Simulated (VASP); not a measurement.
# N2 in VASP: further runs

Aim: see how the results for N2 move with the level of theory and the settings. Levels: PBEsol, LDA, r2SCAN, PBE. Tasks: relaxation of the atoms.

All numbers are computed with VASP 6.6.1; they aren't measurements. Logs are shortened: lines on timing, memory, paths and dates and some standing lists are left out, and cuts for length are marked.

### Step 1. The structure

The cell holds a molecule in a box, 2 atoms: a = 8.000 Å, b = 8.100 Å, c = 8.200 Å, α = 90.00°, β = 90.00°, γ = 90.00°.

### Step 2. Relaxation of the atoms, PBEsol

The input, INCAR:

```
ALGO = Fast
EDIFF = 1E-6
EDIFFG = -0.02
ENCUT = 520
GGA = PS
IBRION = 2
ISIF = 2
ISMEAR = -1
LASPH = T
LCHARG = F
LREAL = F
LWAVE = F
NELM = 100
NSW = 40
PREC = Accurate
SIGMA = 0.05
```

The input, KPOINTS:

```
k-points
0
Gamma
  1 1 1
```

The input, POSCAR:

```
N
1.0
    8.0000000000      0.0000000000      0.0000000000
    0.0000000000      8.1000000000      0.0000000000
    0.0000000000      0.0000000000      8.2000000000
N
2
Direct
    0.5000000000      0.5000000000      0.4330000000
    0.5000000000      0.5000000000      0.5670000000
```

Potentials or basis: VASP PAW PBE potentials, release 64 (N).

The run is started by

```
cat potpaw_PBE.64/N/POTCAR > POTCAR
mpirun -np 1 vasp_std > vasp.out
```

OUTCAR:

```text
EDIFF = 1E-6
   EDIFFG = -0.02
   ENCUT = 520
   GGA = PS
   IBRION = 2
   ISIF = 2
   ISMEAR = -1
   LASPH = T
   LREAL = F
   NELM = 100
   NSW = 40
   PREC = Accurate

 ion  position               nearest neighbor table
   1  0.500  0.500  0.433-   2 1.10
   2  0.500  0.500  0.567-   1 1.10

  LATTYP: Found a simple orthorhombic cell.
 ALAT       =     8.0000000000
 B/A-ratio  =     1.0125000000
 C/A-ratio  =     1.0250000000

  Lattice vectors:

 A1 = (   8.0000000000,   0.0000000000,   0.0000000000)
 A2 = (   0.0000000000,   8.1000000000,   0.0000000000)
 A3 = (   0.0000000000,   0.0000000000,   8.2000000000)

Analysis of symmetry for initial positions (statically):
=====================================================================
 Subroutine PRICEL returns:
 Original cell was already a primitive cell.

 Routine SETGRP: Setting up the symmetry group for a
 simple orthorhombic supercell.

 Subroutine GETGRP returns: Found  8 space group operations
 (whereof  8 operations were pure point group operations)
 out of a pool of  8 trial point group operations.

The static configuration has the point symmetry D_2h.

Analysis of symmetry for dynamics (positions and initial velocities):
=====================================================================
 Subroutine PRICEL returns:
 Original cell was already a primitive cell.

 Routine SETGRP: Setting up the symmetry group for a
 simple orthorhombic supercell.

 Subroutine GETGRP returns: Found  8 space group operations
 (whereof  8 operations were pure point group operations)
 out of a pool of  8 trial point group operations.

The dynamic configuration has the point symmetry D_2h.

 Subroutine INISYM returns: Found  8 space group operations
 (whereof  8 operations are pure point group operations),
 and found     1 'primitive' translations

----------------------------------------------------------------------------------------

                                     Primitive cell

  volume of cell :     531.3600

  direct lattice vectors                    reciprocal lattice vectors
     8.000000000  0.000000000  0.000000000     0.125000000  0.000000000  0.000000000
     0.000000000  8.100000000  0.000000000     0.000000000  0.123456790  0.000000000
     0.000000000  0.000000000  8.200000000     0.000000000  0.000000000  0.121951220

  length of vectors
     8.000000000  8.100000000  8.200000000     0.125000000  0.123456790  0.121951220

  position of ions in fractional coordinates (direct lattice)
     0.500000000  0.500000000  0.433000000
     0.500000000  0.500000000  0.567000000

  ion indices of the primitive-cell ions
   primitive index   ion index
                 1           1
                 2           2

----------------------------------------------------------------------------------------

 KPOINTS: k-points

Automatic generation of k-mesh.
 Grid dimensions read from file:
 generate k-points for:    1    1    1

 Generating k-lattice:

  Cartesian coordinates                     Fractional coordinates (reciprocal lattice)
     0.125000000  0.000000000  0.000000000     1.000000000  0.000000000  0.000000000
     0.000000000  0.123456790  0.000000000     0.000000000  1.000000000  0.000000000
     0.000000000  0.000000000  0.121951220     0.000000000  0.000000000  1.000000000

  Length of vectors
     0.125000000  0.123456790  0.121951220

  Shift w.r.t. Gamma in fractional coordinates (k-lattice)
     0.000000000  0.000000000  0.000000000

 Subroutine IBZKPT returns following result:
 ===========================================

 Found      1 irreducible k-points:

 Following reciprocal coordinates:
            Coordinates               Weight
  0.000000  0.000000  0.000000      1.000000
   k-points           NKPTS =      1   k-points in BZ     NKDIM =      1   number of bands    NBANDS=      9
   number of dos      NEDOS =    301   number of ions     NIONS =      2
   total plane-waves  NPLWV = 230400
   dimension x,y,z NGX =    60 NGY =   60 NGZ =   64
   dimension x,y,z NGXF=   120 NGYF=  120 NGZF=  128
   ions per type =               2
   NGX,Y,Z   is equivalent  to a cutoff of  12.47, 12.31, 12.98 a.u.
   NGXF,Y,Z  is equivalent  to a cutoff of  24.94, 24.63, 25.95 a.u.
 SYSTEM =  unknown system
   PREC   = accura    normal or accurate (medium, high low for compatibility)
   ISTART =      0    job   : 0-new  1-cont  2-samecut
   ICHARG =      2    charge: 1-file 2-atom 10-const
   ISPIN  =      1    spin polarized calculation?
   LNONCOLLINEAR =      F non collinear calculations
   LSORBIT =      F    spin-orbit coupling
   LASPH  =      T    aspherical Exc in radial PAW
   ENCUT  =  520.0 eV  38.22 Ry    6.18 a.u.  14.87 15.06 15.25*2*pi/ulx,y,z
   NELM   =    100;   NELMIN=  2; NELMDL= -5     # of ELM steps
   EDIFF  = 0.1E-05   stopping-criterion for ELM
   LREAL  =      F    real-space projection
   EDIFFG = -.2E-01   stopping-criterion for IOM
   NSW    =     40    number of steps for IOM
   IBRION =      2    ionic relax: 0-MD 1-quasi-New 2-CG
   NFREE  =      1    steps in history (QN), initial steepest desc. (CG)
   ISIF   =      2    stress and relaxation
   ISYM   =      2    0-nonsym 1-usesym 2-fastsym
   POTIM  = 0.5000    time-step for ionic-motion
   TEBEG  =    0.0;   TEEND  =   0.0 temperature during run
   PSTRESS=    0.0 pullay stress
   NELECT =      10.0000    total number of electrons
   NUPDOWN=      -1.0000    fix difference up-down
   EMIN   =  10.00;   EMAX   =-10.00  energy-range for DOS
   EFERMI =   0.00;   METHOD = LEGACY
   ISMEAR =    -1;   SIGMA  =   0.05  broadening in eV -4-tet -1-fermi 0-gaus
   EFERMI_NEDOS =   21; number of points for ismear=-14 and -15
   IALGO  =     68    algorithm
   IMIX   =      4    mixing-type and parameters
     AMIX     =   0.40;   BMIX     =  1.00
     AMIX_MAG =   1.60;   BMIX_MAG =  1.00
  volume/ion in A,a.u.               =     265.68      1792.90
  Fermi-wavevector in a.u.,A,eV,Ry     =   0.435457  0.822894  2.579974  0.189623
  Thomas-Fermi vector in A             =   1.407105
   LORBIT       =      0    0 simple, 1 ext, 2 COOP (PROOUT), +10 PAW based schemes
   GGA     = PS    functional components
   LHFCALC =     F    Hartree Fock is set to
   AEXX    =    0.0000 exact exchange contribution
   IVDW    =     0    specifies the selected vdW correction
   LEPSILON=     F    determine dielectric tensor
   LRPA    =     F    only Hartree local field effects (RPA)
 conjugate gradient relaxation of ions
 non-spin polarized calculation
 RMM-DIIS sequential band-by-band and
  energy-cutoff  :      520.00
  volume of cell :      531.36
 maximum number of plane-waves:     14289
 NGX is ok and might be reduce to    60
   NGX = 29   NGY = 31   NGZ = 31

--------------------------------------- Ionic step        1  -------------------------------------------

 number of electron      10.0000000 magnetization

 number of electron       9.9999997 magnetization

 Free energy of the ion-electron system (eV)
  ---------------------------------------------------
  ext. energy  EPLUGINS =         0.00000000
  ---------------------------------------------------
  free energy    TOTEN  =       -17.04860629 eV

  energy without entropy =      -17.04860629  energy(sigma->0) =      -17.04860629

------------------------ aborting loop because EDIFF is reached ----------------------------------------

  FORCE on cell =-STRESS in cart. coord.  units (eV):
  Direction    XX          YY          ZZ          XY          YZ          ZX
  --------------------------------------------------------------------------------------
  -------------------------------------------------------------------------------------
  Total       -0.0582869     -0.0601893      2.1742805      0.0000000      0.0000000      0.0000000
  in kB       -0.1757491     -0.1814852      6.5559750      0.0000000      0.0000000      0.0000000
  external PRESSURE =       2.0662469 kB  Pullay stress =       0.0000000 kB

 VOLUME and BASIS-vectors are now :
 -----------------------------------------------------------------------------
  energy-cutoff  :      520.00
  volume of cell :      531.36
      direct lattice vectors                 reciprocal lattice vectors
     8.000000000  0.000000000  0.000000000     0.125000000  0.000000000  0.000000000
     0.000000000  8.100000000  0.000000000     0.000000000  0.123456790  0.000000000
     0.000000000  0.000000000  8.200000000     0.000000000  0.000000000  0.121951220
[... 73 lines left out ...]
 POSITION                                       TOTAL-FORCE (eV/Angst)
 -----------------------------------------------------------------------------------
      4.00000      4.05000      3.54355         0.000000      0.000000      0.190383
      4.00000      4.05000      4.65645         0.000000      0.000000     -0.190383
 -----------------------------------------------------------------------------------
    total drift:                                0.000000      0.000000     -0.000000

  FREE ENERGIE OF THE ION-ELECTRON SYSTEM (eV)
  ---------------------------------------------------
  free  energy   TOTEN  =       -17.0615475281 eV

  energy  without entropy=      -17.0615475281  energy(sigma->0) =      -17.06154753

--------------------------------------- Ionic step        4  -------------------------------------------

 number of electron       9.9999998 magnetization

 Free energy of the ion-electron system (eV)
  ---------------------------------------------------
  ext. energy  EPLUGINS =         0.00000000
  ---------------------------------------------------
  free energy    TOTEN  =       -17.06166627 eV

  energy without entropy =      -17.06166627  energy(sigma->0) =      -17.06166627

 E-fermi :  -8.6731     XC(G=0):  -1.0726

 val. band max:       -9.8664331699   @ k =   0.0000   0.0000   0.0000
 cond. band min:      -1.8171667313   @ k =   0.0000   0.0000   0.0000
 fundamental gap:      8.0492664386
 Fermi energy:        -8.6730751528

 k-point     1 :       0.0000    0.0000    0.0000
  band No.  band energies     occupation
      1     -27.8729      2.00000
      2     -13.1605      2.00000
      3     -11.2838      2.00000
      4     -11.2838      2.00000
      5      -9.8664      2.00000
      6      -1.8172      0.00000
      7      -1.8169      0.00000
      8      -0.1998      0.00000
      9       1.8174      0.00000

------------------------ aborting loop because EDIFF is reached ----------------------------------------

  FORCE on cell =-STRESS in cart. coord.  units (eV):
  Direction    XX          YY          ZZ          XY          YZ          ZX
  --------------------------------------------------------------------------------------
  -------------------------------------------------------------------------------------
  Total       -0.0550490     -0.0568518     -0.0964520      0.0000000      0.0000000      0.0000000
  in kB       -0.1659857     -0.1714217     -0.2908257      0.0000000      0.0000000      0.0000000
  external PRESSURE =      -0.2094111 kB  Pullay stress =       0.0000000 kB
[... 10 lines left out ...]
 POSITION                                       TOTAL-FORCE (eV/Angst)
 -----------------------------------------------------------------------------------
      4.00000      4.05000      3.54414         0.000000      0.000000      0.009930
      4.00000      4.05000      4.65586         0.000000      0.000000     -0.009930
 -----------------------------------------------------------------------------------
    total drift:                                0.000000      0.000000     -0.000000

  FREE ENERGIE OF THE ION-ELECTRON SYSTEM (eV)
  ---------------------------------------------------
  free  energy   TOTEN  =       -17.0616662722 eV

  energy  without entropy=      -17.0616662721  energy(sigma->0) =      -17.06166627

 reached required accuracy - stopping structural energy minimisation
```

It took 69 s on 1 thread of Intel Xeon Platinum 8488C (Sapphire Rapids), shared host; peak memory 0.51 GiB.

What came out:

- Free energy: -17.0617 eV
- Energy gained by relaxing: 6.5 meV/atom
- Ionic steps: 4
- Largest force after relaxing: 0.010 eV/Å
- Gap between the frontier levels: 8.05 eV

Forces on the atoms (eV/Å):
```
N    0.000  0.000  0.010
N    0.000  0.000 -0.010
```

The path:
```csv
step,energy change (eV),largest force (eV/Å),pressure (GPa)
1,0.0000,2.0650,0.21
2,1.6686,14.1807,-1.86
3,-0.0129,0.1904,-0.04
4,-0.0131,0.0099,-0.02
```

Final structure:
```
N
1.0
     8.00000    0.00000    0.00000
     0.00000    8.10000    0.00000
     0.00000    0.00000    8.20000
N
2
Direct
  0.50000 0.50000 0.43221
  0.50000 0.50000 0.56779
```

Levels at points of the mesh, in eV from the valence-band top:
```csv
k point,band 2,band 3,band 4,band 5,band 6,band 7,band 8,band 9
"(0.00, 0.00, 0.00)",-3.29,-1.42,-1.42,0.00,8.05,8.05,9.67,11.68
```

Caveat: the standard files for N, O and F lose accuracy on very short bonds; the PAW data sets were made with another functional, which shifts forces and pressure a little.

### Step 3. Relaxation of the atoms, LDA

The input, INCAR:

```
PREC = Accurate
ENCUT = 520
EDIFF = 1E-6
ISMEAR = -1
SIGMA = 0.05
LREAL = F
LASPH = T
NELM = 80
ALGO = Normal
ISIF = 2
LWAVE = F
LCHARG = F
IBRION = 2
NSW = 60
EDIFFG = -0.01
```

The input, KPOINTS:

```
regular mesh
0
Gamma
  1 1 1
```

POSCAR is that of step 2.

Potentials or basis: VASP PAW LDA potentials, release 64 (N).

The run is started by

```
cat potpaw_LDA.64/N/POTCAR > POTCAR
mpirun -np 1 vasp_std > vasp.out
```

Wall time 21 s (1 thread of Intel Xeon Platinum 8488C (Sapphire Rapids), shared host); peak memory 0.36 GiB.

Results (log left out):

```
Free energy                     : -17.4900 eV
Energy gained by relaxing       : 0.7 meV/atom
Ionic steps                     : 3
Largest force after relaxing    : 0.007 eV/Å
Gap between the frontier levels : 8.09 eV
```

Forces in eV/Å, atoms in the order of the input:
```
N    0.000  0.000  0.007
N    0.000  0.000 -0.007
```

The path:
| step | energy change (eV) | largest force (eV/Å) | pressure (GPa) |
| --- | --- | --- | --- |
| 1 | 0.0000 | 0.6398 | 0.06 |
| 2 | 0.2184 | 7.0809 | -0.84 |
| 3 | -0.0013 | 0.0073 | -0.01 |

Final structure:
```yaml
crystal:
  lattice:
    - [8.00000, 0.00000, 0.00000]
    - [0.00000, 8.10000, 0.00000]
    - [0.00000, 0.00000, 8.20000]
  atoms:
    - { symbol: N, position: [0.50000, 0.50000, 0.43275] }
    - { symbol: N, position: [0.50000, 0.50000, 0.56725] }
```

Levels at points of the mesh, in eV from the valence-band top:
```
           k point  band 3  band 4  band 5  band 6  band 7  band 8
(0.00, 0.00, 0.00)   -1.52   -1.52    0.00    8.09    8.09    9.91
```

Caveat: the standard files for N, O and F lose accuracy on very short bonds. Expect the measured gap to be larger: semilocal functionals such as LDA lack the derivative discontinuity.

[end of part 1 of 2]
